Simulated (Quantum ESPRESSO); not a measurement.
Runs of Quantum ESPRESSO 7.5 on CuO. It takes space group P-6m2 (No. 187, hexagonal). The conventional cell has a = 2.836 Å, b = 2.836 Å, c = 2.768 Å, α = 90.00°, β = 90.00°, γ = 120.00°. Cu (site symmetry -6m2) has 6 O at 2.14 Å as nearest neighbours. O (site symmetry -6m2) has 6 Cu at 2.14 Å as nearest neighbours. Measurements of this composition are mostly on another form, of space group No. 15.

```csv
task,level,U,hubbard projectors,form of the LDA correlation,mixing beta,dos occupations,gap on the mesh (eV),pressure (GPa)
projected density of states,LDA+U,Cu d U = 8 eV,ortho-atomic,PZ81,0.3,tetrahedra_opt,none,-8.9
projected density of states,LDA+U,Cu d U = 6 eV,ortho-atomic,PZ81,0.3,tetrahedra_opt,none,-11.2
projected density of states,LDA+U,Cu d U = 2 eV,ortho-atomic,PZ81,0.3,tetrahedra_opt,none,-15.0
projected density of states,LDA,-,ortho-atomic,PZ81,0.5,tetrahedra_opt,none,-16.5
projected density of states,LDA+U,Cu d U = 3 eV,ortho-atomic,PZ81,0.3,tetrahedra_opt,none,(a)
single point,PBE,-,-,-,0.5,-,none,(b)
projected density of states,LDA+U,Cu d U = 1 eV,ortho-atomic,PZ81,0.3,tetrahedra_opt,none,-15.8
```

Alike in all rows: potentials or basis SSSP 1.3 efficiency PBE; no spin polarisation; cell as given; k mesh 11 × 11 × 10; cutoff (eV) 748; smearing fermi-dirac 0.05 eV.

Estimate the missing entries.

(a) -14.1; (b) -1.0.

Caveats: an odd number of electrons without spin polarisation forces a metal; a magnetic or distorted state may lie lower; the run has no spin polarisation, though such a crystal can be magnetic; the potentials were made for another functional, which shifts forces and pressure (some runs); U without spin polarisation on a metal has little footing (some runs); semilocal functionals often make such compounds metallic where correlation or magnetic order opens a gap, which also shifts bond lengths (some runs).

A k mesh can miss the band edges.

A gap of «none» marks a metal or a gap under the smearing width.

Not every run made on this cell is shown here.
